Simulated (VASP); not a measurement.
# GaP (F-43m) in VASP: further runs

One crystal, GaP, is run at these levels: LDA, HSE06; tasks: single point.

Program: VASP 6.6.1. These are calculated values, not measurements. Logs are shortened: lines on timing, memory, paths and dates and some standing lists are left out, and cuts for length are marked.

## 1. Starting point

It takes space group F-43m (No. 216, cubic). The conventional cell has a = 5.451 Å, b = 5.451 Å, c = 5.451 Å, α = 90.00°, β = 90.00°, γ = 90.00°. Around Ga (site symmetry -43m) lie 4 P at 2.36 Å. Around P (site symmetry -43m) lie 4 Ga at 2.36 Å.

## 2. Single point, LDA (grid = ENCUT=400 dk=0.45 cell=3x3x2 ISMEAR=0 SIGMA=0.2 LREAL=Auto EDIFF=1e-06)

Contents of INCAR:

```
SYSTEM = GaP
PREC     = Accurate       ! precision mode
ENCUT    = 400            ! plane-wave cutoff, eV
EDIFF    = 1E-6           ! SCF threshold, eV
ISMEAR   = 0              ! smearing method
SIGMA    = 0.2            ! smearing width, eV
LREAL    = Auto         
LASPH    = .TRUE.         ! aspherical terms in the spheres
NELM     = 120            ! most SCF steps
ALGO     = Fast           ! electronic algorithm
ISIF     = 2              ! what is computed and relaxed
LWAVE    = .FALSE.        ! write WAVECAR
LCHARG   = .FALSE.        ! write CHGCAR
NBANDS   = 174            ! bands
```

Contents of KPOINTS:

```
Automatic mesh
0
G
  2 2 3
  0 0 0
```

Contents of POSCAR:

```
GaP
1.0
    0.0000000000      8.1757500000      8.1757500000
    8.1757500000      0.0000000000      8.1757500000
    5.4505000000      5.4505000000      0.0000000000
P Ga
18 18
Direct
    0.0000000000      0.0000000000      0.0000000000
    0.2500000000      0.2500000000      0.3750000000
    0.2500000000      0.2500000000      0.8750000000
    0.2500000000      0.5833333333      0.3750000000
    0.2500000000      0.5833333333      0.8750000000
    0.2500000000      0.9166666667      0.3750000000
    0.2500000000      0.9166666667      0.8750000000
    0.5833333333      0.2500000000      0.3750000000
    0.5833333333      0.2500000000      0.8750000000
    0.5833333333      0.5833333333      0.3750000000
    0.5833333333      0.5833333333      0.8750000000
    0.5833333333      0.9166666667      0.3750000000
    0.5833333333      0.9166666667      0.8750000000
    0.9166666667      0.2500000000      0.3750000000
    0.9166666667      0.2500000000      0.8750000000
    0.9166666667      0.5833333333      0.3750000000
    0.9166666667      0.5833333333      0.8750000000
    0.9166666667      0.9166666667      0.8750000000
    0.0000000000      0.0000000000      0.5000000000
    0.0000000000      0.3333333333      0.0000000000
    0.0000000000      0.3333333333      0.5000000000
    0.0000000000      0.6666666667      0.0000000000
    0.0000000000      0.6666666667      0.5000000000
    0.3333333333      0.0000000000      0.0000000000
    0.3333333333      0.0000000000      0.5000000000
    0.3333333333      0.3333333333      0.0000000000
    0.3333333333      0.3333333333      0.5000000000
    0.3333333333      0.6666666667      0.0000000000
    0.3333333333      0.6666666667      0.5000000000
    0.6666666667      0.0000000000      0.0000000000
    0.6666666667      0.0000000000      0.5000000000
    0.6666666667      0.3333333333      0.0000000000
    0.6666666667      0.3333333333      0.5000000000
    0.6666666667      0.6666666667      0.0000000000
    0.6666666667      0.6666666667      0.5000000000
    0.9166666667      0.9166666667      0.3750000000
```

Potentials or basis: VASP PAW LDA potentials, release 64 (P, Ga_d).

On the command line:

```sh
$ cat potpaw_LDA.64/P/POTCAR potpaw_LDA.64/Ga_d/POTCAR > POTCAR
$ mpirun -np 1 vasp_std > vasp.out
```

OUTCAR:

```text
SYSTEM = GaP
   PREC = Accurate
   ENCUT = 400
   EDIFF = 1E-6
   ISMEAR = 0
   LREAL = Auto
   LASPH = .TRUE.
   NELM = 120
   ISIF = 2

 Found      6 irreducible k-points:

 Following reciprocal coordinates:
            Coordinates               Weight
  0.000000  0.000000  0.000000      1.000000
  0.500000  0.000000  0.000000      2.000000
  0.500000  0.500000  0.000000      1.000000
  0.000000  0.000000  0.333333      2.000000
  0.500000  0.000000  0.333333      4.000000
  0.500000  0.500000  0.333333      2.000000
   k-points           NKPTS =      6   k-points in BZ     NKDIM =      6   number of bands    NBANDS=    174
   number of dos      NEDOS =    301   number of ions     NIONS =     36
   total plane-waves  NPLWV = 320000
   dimension x,y,z NGX =    80 NGY =   80 NGZ =   50
   dimension x,y,z NGXF=   160 NGYF=  160 NGZF=  100
   ions per type =              18  18
   NGX,Y,Z   is equivalent  to a cutoff of  11.50, 11.50, 10.78 a.u.
   NGXF,Y,Z  is equivalent  to a cutoff of  23.01, 23.01, 21.57 a.u.
 SYSTEM =  GaP
   PREC   = accura    normal or accurate (medium, high low for compatibility)
   ISTART =      0    job   : 0-new  1-cont  2-samecut
   ICHARG =      2    charge: 1-file 2-atom 10-const
   ISPIN  =      1    spin polarized calculation?
   LNONCOLLINEAR =      F non collinear calculations
   LSORBIT =      F    spin-orbit coupling
   LASPH  =      T    aspherical Exc in radial PAW
   ENCUT  =  400.0 eV  29.40 Ry    5.42 a.u.  18.86 18.86 12.57*2*pi/ulx,y,z
   NELM   =    120;   NELMIN=  2; NELMDL= -5     # of ELM steps
   EDIFF  = 0.1E-05   stopping-criterion for ELM
   LREAL  =      T    real-space projection
   EDIFFG = 0.1E-04   stopping-criterion for IOM
   NSW    =      0    number of steps for IOM
   IBRION =     -1    ionic relax: 0-MD 1-quasi-New 2-CG
   NFREE  =      0    steps in history (QN), initial steepest desc. (CG)
   ISIF   =      2    stress and relaxation
   ISYM   =      2    0-nonsym 1-usesym 2-fastsym
   POTIM  = 0.5000    time-step for ionic-motion
   TEBEG  =    0.0;   TEEND  =   0.0 temperature during run
   PSTRESS=    0.0 pullay stress
   NELECT =     324.0000    total number of electrons
   NUPDOWN=      -1.0000    fix difference up-down
   EMIN   =  10.00;   EMAX   =-10.00  energy-range for DOS
   EFERMI =   0.00;   METHOD = LEGACY
   ISMEAR =     0;   SIGMA  =   0.20  broadening in eV -4-tet -1-fermi 0-gaus
   EFERMI_NEDOS =   21; number of points for ismear=-14 and -15
   IALGO  =     68    algorithm
   IMIX   =      4    mixing-type and parameters
     AMIX     =   0.40;   BMIX     =  1.00
     AMIX_MAG =   1.60;   BMIX_MAG =  1.00
  volume/ion in A,a.u.               =      20.24       136.59
  Fermi-wavevector in a.u.,A,eV,Ry     =   1.249538  2.361284 21.243377  1.561344
  Thomas-Fermi vector in A             =   2.383574
   LORBIT       =      0    0 simple, 1 ext, 2 COOP (PROOUT), +10 PAW based schemes
   GGA     = CA    functional components
   LHFCALC =     F    Hartree Fock is set to
   AEXX    =    0.0000 exact exchange contribution
   IVDW    =     0    specifies the selected vdW correction
   LEPSILON=     F    determine dielectric tensor
   LRPA    =     F    only Hartree local field effects (RPA)
 non-spin polarized calculation
 RMM-DIIS sequential band-by-band and
 Gauss-broadening in eV      SIGMA  =   0.20
  energy-cutoff  :      400.00
  volume of cell :      728.65
 maximum number of plane-waves:     13269
 NGX is ok and might be reduce to    80

 number of electron     324.0000067 magnetization

 Free energy of the ion-electron system (eV)
  ---------------------------------------------------
  ext. energy  EPLUGINS =         0.00000000
  ---------------------------------------------------
  free energy    TOTEN  =      -184.78769276 eV

  energy without entropy =     -184.71181193  energy(sigma->0) =     -184.74975235

 E-fermi :   5.0937     XC(G=0): -10.1681

 val. band max:        4.9445434271   @ k =   0.5000   0.0000   0.0000
 cond. band min:       5.0952258749   @ k =   0.0000   0.0000   0.3333
 fundamental gap:      0.1506824478
 Fermi energy:         5.0936999240

 k-point     1 :       0.0000    0.0000    0.0000
  band No.  band energies     occupation
      1     -10.4055      2.00000
      2     -10.3874      2.00000
      3     -10.3859      2.00000
      4     -10.3757      2.00000
      5     -10.3714      2.00000
      6     -10.3682      2.00000
[... 166 lines left out ...]
    173       6.6356      0.00000
    174       6.7477      0.00000

 k-point     2 :       0.5000    0.0000    0.0000
  band No.  band energies     occupation
      1     -10.4001      2.00000
      2     -10.3961      2.00000
      3     -10.3850      2.00000
      4     -10.3789      2.00000
      5     -10.3716      2.00000
      6     -10.3661      2.00000
[... 166 lines left out ...]
    173       7.1912      0.00000
    174       7.2495      0.00000

 k-point     3 :       0.5000    0.5000    0.0000
  band No.  band energies     occupation
      1     -10.4040      2.00000
      2     -10.3907      2.00000
      3     -10.3878      2.00000
      4     -10.3758      2.00000
      5     -10.3749      2.00000
      6     -10.3628      2.00000
[... 166 lines left out ...]
    173       7.1345      0.00000
    174       7.1743      0.00000

 k-point     4 :       0.0000    0.0000    0.3333
  band No.  band energies     occupation
      1     -10.4037      2.00000
      2     -10.3869      2.00000
      3     -10.3847      2.00000
      4     -10.3734      2.00000
      5     -10.3710      2.00000
      6     -10.3671      2.00000
[... 166 lines left out ...]
    173       7.0776      0.00000
    174       7.2831      0.00000

 k-point     5 :       0.5000    0.0000    0.3333
  band No.  band energies     occupation
      1     -10.3978      2.00000
      2     -10.3953      2.00000
      3     -10.3830      2.00000
      4     -10.3776      2.00000
      5     -10.3703      2.00000
      6     -10.3658      2.00000
[... 166 lines left out ...]
    173       7.7886      0.00000
    174       7.9833      0.00000

 k-point     6 :       0.5000    0.5000    0.3333
  band No.  band energies     occupation
      1     -10.4025      2.00000
      2     -10.3882      2.00000
      3     -10.3856      2.00000
      4     -10.3745      2.00000
      5     -10.3732      2.00000
      6     -10.3629      2.00000
[... 166 lines left out ...]
    173       7.6869      0.00000
    174       7.8932      0.00000

------------------------ aborting loop because EDIFF is reached ----------------------------------------

  FORCE on cell =-STRESS in cart. coord.  units (eV):
  Direction    XX          YY          ZZ          XY          YZ          ZX
  --------------------------------------------------------------------------------------
  -------------------------------------------------------------------------------------
  Total      -11.3370322    -11.3370322    -11.4327798     -0.2699022      0.3889367      0.3889368
  in kB      -24.9280563    -24.9280563    -25.1385876     -0.5934655      0.8552004      0.8552007
  external PRESSURE =     -24.9982334 kB  Pullay stress =       0.0000000 kB

 VOLUME and BASIS-vectors are now :
 -----------------------------------------------------------------------------
  energy-cutoff  :      400.00
  volume of cell :      728.65
      direct lattice vectors                 reciprocal lattice vectors
     0.000000000  8.175750000  8.175750000    -0.061156469  0.061156469  0.061156469
     8.175750000  0.000000000  8.175750000     0.061156469 -0.061156469  0.061156469
     5.450500000  5.450500000  0.000000000     0.091734703  0.091734703 -0.091734703

 POSITION                                       TOTAL-FORCE (eV/Angst)
 -----------------------------------------------------------------------------------
      0.00000      0.00000      0.00000        -0.030642     -0.030642      0.074572
      4.08788      4.08788      4.08788         0.054597      0.054597     -0.057496
      6.81313      6.81313      4.08788        -0.064284     -0.064284     -0.011145
      6.81312      4.08788      6.81312        -0.101483      0.131489     -0.134108
      9.53837      6.81313      6.81312         0.014111     -0.044843      0.051884
      9.53838      4.08788      9.53838         0.175010      0.139760      0.063332
[... 28 lines left out ...]
      8.17575      8.17575     10.90100        -0.059632     -0.059632      0.096559
      9.53838      9.53838     14.98888        -0.135198     -0.135198      0.070945
 -----------------------------------------------------------------------------------
    total drift:                               -0.001316     -0.001316     -0.002050

  FREE ENERGIE OF THE ION-ELECTRON SYSTEM (eV)
  ---------------------------------------------------
  free  energy   TOTEN  =      -184.7876927633 eV

  energy  without entropy=     -184.7118119322  energy(sigma->0) =     -184.74975235
```

Run time: 19 min. Hardware: 1 thread of Intel Xeon 6975P-C (Granite Rapids), shared host; peak memory 0.69 GiB.

The run converged, but some of its settings lie outside the range that counts as converged, so its numbers aren't taken as properties of the crystal.

What came out:

* Free energy: -184.7877 eV
* Pressure: -2.5 GPa
* Largest force: 0.830 eV/Å
* Band gap on the k mesh: none (metal or under the smearing width)

## 3. Single point, LDA (grid = ENCUT=400 dk=0.45 cell=3x3x2 ISMEAR=0 SIGMA=0.05 LREAL=Auto EDIFF=0.0001)

Changes to INCAR since step 2:

```diff
@@ -3,5 +3,5 @@
 ENCUT    = 400            ! plane-wave cutoff, eV
-EDIFF    = 1E-6           ! SCF threshold, eV
+EDIFF    = 1E-4           ! SCF threshold, eV
 ISMEAR   = 0              ! smearing method
-SIGMA    = 0.2            ! smearing width, eV
+SIGMA    = 0.05           ! smearing width, eV
 LREAL    = Auto
```

KPOINTS is that of step 2.

POSCAR is that of step 2.

Potentials or basis: VASP PAW LDA potentials, release 64 (P, Ga_d).

On the command line:

```sh
$ cat potpaw_LDA.64/P/POTCAR potpaw_LDA.64/Ga_d/POTCAR > POTCAR
$ mpirun -np 1 vasp_std > vasp.out
```

It took 12 min on 1 thread of Intel Xeon 6975P-C (Granite Rapids), shared host; peak memory 0.68 GiB.

The run converged, but some of its settings lie outside the range that counts as converged, so its numbers aren't taken as properties of the crystal.

Results:

```
Free energy            : -184.7524 eV
Pressure               : -2.5 GPa
Largest force          : 0.852 eV/Å
Band gap on the k mesh : none (metal or under the smearing width)
```

## 4. Single point, HSE06, spin-orbit coupling, no magnetisation

This run uses another cell than the first one: it holds 2 atoms, not 36.

Contents of POSCAR:

```
GaP
1.0
    0.0000000000      2.7252500000      2.7252500000
    2.7252500000      0.0000000000      2.7252500000
    2.7252500000      2.7252500000      0.0000000000
Ga P
1 1
Direct
    0.0000000000      0.0000000000      0.0000000000
    0.7500000000      0.7500000000      0.7500000000
```

Contents of INCAR.step1:

```
SYSTEM = GaP
PREC = Accurate
ENCUT = 520
EDIFF = 1E-5
ISMEAR = 0
SIGMA = 0.02
LREAL = .False.
LASPH = .True.
NELM = 100
ALGO = Normal
ISIF = 2
LWAVE = .True.
LCHARG = .False.
LNONCOLLINEAR = .True.
MAGMOM = 0 0 0 0 0 0
LORBIT = 11
LSORBIT = .True.
GGA_COMPAT = .False.
GGA = PE
KPAR = 4
```

Contents of INCAR.step2:

```
SYSTEM = GaP
PREC = Accurate
ENCUT = 520
EDIFF = 1E-6
ISMEAR = 0
SIGMA = 0.02
LREAL = .False.
LASPH = .True.
NELM = 100
ALGO = Normal
ISIF = 2
LWAVE = .False.
LCHARG = .False.
LNONCOLLINEAR = .True.
MAGMOM = 0 0 0 0 0 0
LORBIT = 11
LSORBIT = .True.
GGA_COMPAT = .False.
GGA = PE
LHFCALC = .True.
HFSCREEN = 0.2
PRECFOCK = Fast
ISTART = 1
KPAR = 4
```

Contents of KPOINTS:

```
regular mesh
0
Gamma
  6 6 6
  0 0 0
```

Potentials or basis: VASP PAW PBE potentials, release 64 (Ga_d, P).

On the command line:

```sh
$ cat potpaw_PBE.64/Ga_d/POTCAR potpaw_PBE.64/P/POTCAR > POTCAR
$ cp INCAR.step1 INCAR
$ mpirun -np 4 vasp_ncl > vasp.out
$ cp INCAR.step2 INCAR
$ mpirun -np 4 vasp_ncl > vasp.out
```

It took 16 min on 4 MPI ranks of Intel Xeon Platinum 8488C (Sapphire Rapids), shared host; peak memory 0.39 GiB.

The run converged. Its results:

| Item | Value |
| --- | --- |
| Free energy | -10.8160 eV |
| Pressure | 0.5 GPa |
| Valence electrons inside the program's atomic spheres | Ga 11.70; P 2.56 |

Caveat: the PAW data sets were made with another functional, which shifts forces and pressure a little.

## 5. The reference run

An earlier run on the cell as given: functional PBE; potentials or basis VASP PAW PBE potentials, release 64 (Ga_d, P); cutoff 520 eV; k mesh 8 × 8 × 8; occupations fermi-dirac, width 0.05 eV; no spin polarisation.

- Pressure: 2.5 GPa
- Band gap on the k mesh: 1.64 eV, indirect (least direct gap 1.83 eV)
